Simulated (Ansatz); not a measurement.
A relaxation computed with Ansatz, from input to last step.

```yaml
crystal:
  lattice:
    - [4.021731391, 0.0, 0.0]
    - [-2.0108656955, 3.4829215518, 0.0]
    - [0.0, 0.0, 4.8505177789]
  atoms:
    - { symbol: Cu, position: [0.0, 0.0, 0.0] }
    - { symbol: Cu, position: [0.0, 0.0, 0.5] }
    - { symbol: Zn, position: [0.3333333333, 0.6666666667, 0.25] }
    - { symbol: Zn, position: [0.6666666667, 0.3333333333, 0.75] }
basis:
  ecutwfc: 420
kpoints:
  mp_grid: { grid: [12, 12, 10] }
hamiltonian:
  xc: pbe
scf:
  occupations: { method: gaussian, width: 0.1 }
output:
  forces: true
  stress: true
  eigenvalues: true
relax:
  adjacent_minimum: "off"
  f_tol: 0.01
  max_steps: 60
  cell: { stress_tol: 0.1 }
```

```bash
ansatz run input.yaml --threads 1 --pin off --max-ram 2560MiB --backend cpu --events-out ev --progress --plain --runs-dir out
```

These are results of DFT PBE, scalar-relativistic, plane waves, PAW (Ansatz 0.2.0), not measurements.

Of 7 frames 6 are shown, positions in Å and forces in eV/Å; the SCF threshold varies from step to step. Steps run on the plane waves of an earlier cell, with a Pulay correction in the pressure. The basis is chosen afresh for the last frame, the zero of the energies, and at times for earlier ones too; energy and pressure step there, also at an unchanged geometry.

```xyz
4
Lattice="4.0217 0.0000 0.0000 -2.0109 3.4829 0.0000 0.0000 0.0000 4.8505" Properties=species:S:1:pos:R:3:forces:R:3 pbc="T T T" step=1 free_energy_over_end_meV_per_atom=23.11 pressure_GPa=-4.54
Cu    0.0000    0.0000    0.0000    0.0000    0.0000    0.0000
Cu    0.0000    0.0000    2.4253    0.0000    0.0000    0.0000
Zn    0.0000    2.3219    1.2126    0.0000    0.0000    0.0000
Zn    2.0109    1.1610    3.6379    0.0000    0.0000    0.0000
4
Lattice="3.9374 0.0000 0.0000 -1.9687 3.4099 0.0000 0.0000 0.0000 4.8347" Properties=species:S:1:pos:R:3:forces:R:3 pbc="T T T" step=2 free_energy_over_end_meV_per_atom=4.55 pressure_GPa=-2.01
Cu    0.0000    0.0000    0.0000    0.0000    0.0000    0.0000
Cu    0.0000    0.0000    2.4174    0.0000    0.0000    0.0000
Zn    0.0000    2.2733    1.2087    0.0000    0.0000    0.0000
Zn    1.9687    1.1366    3.6260    0.0000    0.0000    0.0000
4
Lattice="3.8562 0.0000 0.0000 -1.9281 3.3396 0.0000 0.0000 0.0000 4.8402" Properties=species:S:1:pos:R:3:forces:R:3 pbc="T T T" step=3 free_energy_over_end_meV_per_atom=-0.36 pressure_GPa=0.75
Cu    0.0000    0.0000    0.0000    0.0000    0.0000    0.0000
Cu    0.0000    0.0000    2.4201    0.0000    0.0000    0.0000
Zn    0.0000    2.2264    1.2101    0.0000    0.0000    0.0000
Zn    1.9281    1.1132    3.6302    0.0000    0.0000    0.0000
4
Lattice="3.8607 0.0000 0.0000 -1.9304 3.3435 0.0000 0.0000 0.0000 4.8685" Properties=species:S:1:pos:R:3:forces:R:3 pbc="T T T" step=4 free_energy_over_end_meV_per_atom=-0.71 pressure_GPa=0.03
Cu    0.0000    0.0000    0.0000    0.0000    0.0000    0.0000
Cu    0.0000    0.0000    2.4342    0.0000    0.0000    0.0000
Zn    0.0000    2.2290    1.2171    0.0000    0.0000    0.0000
Zn    1.9304    1.1145    3.6513    0.0000    0.0000    0.0000
4
Lattice="3.8607 0.0000 0.0000 -1.9304 3.3435 0.0000 0.0000 0.0000 4.8685" Properties=species:S:1:pos:R:3:forces:R:3 pbc="T T T" step=5 free_energy_over_end_meV_per_atom=0.00 pressure_GPa=0.05
Cu    0.0000    0.0000    0.0000    0.0000    0.0000    0.0000
Cu    0.0000    0.0000    2.4342    0.0000    0.0000    0.0000
Zn    0.0000    2.2290    1.2171    0.0000    0.0000    0.0000
Zn    1.9304    1.1145    3.6513    0.0000    0.0000    0.0000
4
Lattice="3.8605 0.0000 0.0000 -1.9303 3.3433 0.0000 0.0000 0.0000 4.8716" Properties=species:S:1:pos:R:3:forces:R:3 pbc="T T T" step=7 free_energy_over_end_meV_per_atom=0.00 pressure_GPa=0.00
Cu    0.0000    0.0000    0.0000    0.0000    0.0000    0.0000
Cu    0.0000    0.0000    2.4358    0.0000    0.0000    0.0000
Zn    0.0000    2.2289    1.2179    0.0000    0.0000    0.0000
Zn    1.9303    1.1144    3.6537    0.0000    0.0000    0.0000
```

Time: 78 s on 1 thread of Intel(R) Xeon(R) Platinum 8488C (Sapphire Rapids), on a shared host, peak memory 0.57 GiB.